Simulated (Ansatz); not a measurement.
**Structures of Zr₂O: which is lowest?**

Plane-wave DFT in Ansatz with scalar-relativistic PAW potentials, cutoff 420 eV, Γ-centred meshes chosen by cell and gap, Gaussian smearing with energies taken to zero width. Every cell was relaxed (cell and atoms) in a run of its own, within the symmetry of its start. Functional: PBEsol.

Relaxed structures (starts from databases or built by putting these elements on another compound's sites):
A. P6_3/mmc, 6 atoms in the computed cell, a = 3.174 Å, c = 10.912 Å; sites (symmetry × multiplicity) Zr 3m. × 4, O -6m2 × 2; start: built
B. P4_2/mnm, 6 atoms in the computed cell, a = 5.362 Å, c = 3.253 Å; sites (symmetry × multiplicity) Zr m.2m × 4, O m.mm × 2; start: built
C. Pn-3m, 6 atoms in the computed cell, a = 4.800 Å; sites (symmetry × multiplicity) Zr .-3m × 4, O -43m × 2; start: database

Q: Rank them by energy. Could pressure change the order?

A:
```csv
structure,group,E − E(lowest) (meV/atom),V (Å³/atom),gap on mesh (eV)
B,P4_2/mnm,0.0,15.59,0.00
A,P6_3/mmc,216,15.87,0.00
C,Pn-3m,243,18.44,0.00
```

B is lowest, 216 meV/atom under A. The lowest is also the densest of these, so pressure wouldn't bring one of the others in at first order. Other structures may lie lower than all of these, and vibrations aren't counted.